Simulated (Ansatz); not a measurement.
Set up this calculation in Ansatz 0.2.0, as the native input.

```
Task                                : band structure
Functional                          : LDA
Potentials or basis                 : Ansatz PAW
Cutoff                              : 420 eV (not typed: the program's choice for these potentials)
k mesh                              : 12 × 12 × 12
Occupations                         : fermi-dirac, width 0.05 eV
Spin                                : no spin polarisation
Path                                : [["G", "X", "W", "K", "G", "L", "U", "W", "L", "K"], ["U", "X"]]
Points for each segment of the path : 14
```

Rh:

```
Rh
1.0
     0.00000    1.89785    1.89785
     1.89785    0.00000    1.89785
     1.89785    1.89785    0.00000
Rh
1
Direct
  0.00000 0.00000 0.00000
```

The input as run:

input.yaml

```yaml
crystal:
  lattice:
    - [0.0, 1.89785, 1.89785]
    - [1.89785, 0.0, 1.89785]
    - [1.89785, 1.89785, 0.0]
  atoms:
    - { symbol: Rh, position: [0.0, 0.0, 0.0] }
hamiltonian:
  xc: lda
  pseudopotentials: { kind: paw }
kpoints:
  mp_grid: { grid: [12, 12, 12] }
  band_path:
    path:
      - [[0.0, 0.0, 0.0], [0.5, 0.0, 0.5], [0.5, 0.25, 0.75], [0.375, 0.375, 0.75], [0.0, 0.0, 0.0], [0.5, 0.5, 0.5], [0.625, 0.25, 0.625], [0.5, 0.25, 0.75], [0.5, 0.5, 0.5], [0.375, 0.375, 0.75]]
      - [[0.625, 0.25, 0.625], [0.5, 0.0, 0.5]]
    npoints: 14
scf:
  occupations: { method: fermi_dirac, width: 0.05 }
  n_extra_bands: 6
output:
  forces: true
  stress: true
  eigenvalues: true
  fatbands: true
```

Potentials or basis: Ansatz PAW.

Launch:

```sh
$ ansatz run input.yaml --threads 2 --pin off --max-ram 5632MiB --backend cpu --events-out ev --progress --plain --runs-dir out
```

It gave:

```json
{"Pressure": "-9.9 GPa", "Band gap on the k mesh": "none (metal or under the smearing width)"}
```

Caveat: the PAW data sets come from PBE, with cores solved anew for the run's functional, which leaves a small shift of forces and pressure.

Wall time 1.3 s on 2 threads of Arm Neoverse V1 (shared host), peak memory 0.25 GiB.
